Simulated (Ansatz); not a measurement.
System: Cd (fcc type), 1 atom in the cell.

Level of theory: PBE with spin–orbit coupling, all-electron LAPW, point nucleus in Ansatz.

k-mesh 4×4×4 Γ-centred; Fermi–Dirac smearing of 0.15 eV.

```yaml
crystal:
  lattice:
    - [0.00000, 2.25060, 2.25060]
    - [2.25060, 0.00000, 2.25060]
    - [2.25060, 2.25060, 0.00000]
  atoms:
    - { symbol: Cd, position: [0.00000, 0.00000, 0.00000] }
```
Lattice in Å, positions in fractions of it.

(1) What pressure does the calculation give?

Answers

(1) The pressure is -0.73 GPa, so at these settings the cell is stretched and would shrink.

The k-mesh is coarse, so these values belong to this mesh and can lie far from the converged ones. This cubic structure is a model: it isn't the usual form of the substance at ambient conditions, and such phases are metastable or hypothetical.
